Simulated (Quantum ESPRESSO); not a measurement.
The system is BAs.

```
As B
1.0
     0.00000    2.38850    2.38850
     2.38850    0.00000    2.38850
     2.38850    2.38850    0.00000
As B
1 1
Direct
  0.75000 0.75000 0.75000
  0.00000 0.00000 0.00000
```

Base run:

| Property | Result |
| --- | --- |
| Program | Quantum ESPRESSO 7.5 |
| Functional | LDA |
| Potentials or basis | PseudoDojo 0.4.1 SR LDA standard |
| Cutoff | 1088 eV |
| Density cutoff | 4354 eV |
| k mesh | 6 × 6 × 6 |
| Occupations | fixed |
| Spin | no spin polarisation |

Its results: band gap on the k mesh, mean-field level 1.24 eV, indirect (least direct gap 3.26 eV).

Question: The run is repeated on the same cell with these changes: k mesh from 6 × 6 × 6 to 4 × 4 × 4. What comes out?

Answer: Band gap on the k mesh, mean-field level 1.35 eV, indirect (least direct gap 3.26 eV).

Caveats: some runs use coarse meshes.

A k mesh can miss the band edges.

Not every run made on this cell is shown here.
